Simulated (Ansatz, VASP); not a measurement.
Cl: VASP beside Ansatz

Contents of INCAR:

```
PREC = Accurate ; ENCUT = 520
EDIFF = 1E-6 ; ISMEAR = 0
SIGMA = 0.1 ; LREAL = False
LASPH = True ; NELM = 100
ALGO = Fast ; ISIF = 2
LWAVE = False ; LCHARG = False
GGA = PS ; NBANDS = 10
```

Contents of KPOINTS:

```
regular mesh
0
Gamma
  6 6 8
```

Contents of POSCAR:

```
Cl
1.0
    2.2073172591     -3.2232388053      0.0000000000
    2.2073172591      3.2232388053      0.0000000000
   -1.4094942873      0.0000000000      2.0705755099
Cl
1
Direct
    0.5000000000      0.5000000000      0.5000000000
```

Input for Ansatz:

```yaml
crystal:
  lattice:
    - [2.2073172591, -3.2232388053, 0.0]
    - [2.2073172591, 3.2232388053, 0.0]
    - [-1.4094942873, 0.0, 2.0705755099]
  atoms:
    - { symbol: Cl, position: [0.5, 0.5, 0.5] }
basis:
  ecutwfc: 420
kpoints:
  mp_grid: { grid: [6, 6, 8] }
hamiltonian:
  xc: pbesol
scf:
  occupations: { method: gaussian, width: 0.1 }
output:
  forces: true
  stress: true
  eigenvalues: true
```

Alike in both runs: task single point; functional PBEsol; k mesh 6 × 6 × 8; occupations gaussian, width 0.1 eV; no spin polarisation.

|  | VASP | Ansatz |
| --- | --- | --- |
| version | VASP 6.6.1 | Ansatz 0.2.0 |
| potentials or method | VASP PAW PBE potentials, release 64 (Cl) | scalar-relativistic, plane waves, PAW |
| plane-wave cutoff (eV) | 520 | 420 |
| valence electrons in the cell | 7 | 7 |

```csv
,VASP,Ansatz,Ansatz less VASP
gap on the k mesh at the Fermi level (eV),none,none,-
pressure (GPa),-6.0,-6.0,+0.05
largest component of the traceless stress (GPa),7.25,7.26,+0.015
```

A gap of «none» marks a metal or a gap that the smearing closes. The functional is the same, so the differences come from potentials, cutoffs and numerics.

Caveats: the k mesh is coarse (spacing up to 0.38 Å⁻¹), so the values aren't converged; the PAW data sets were made with another functional, which shifts forces and pressure a little (VASP); an odd number of electrons without spin polarisation forces a metal; a magnetic or distorted state may lie lower.
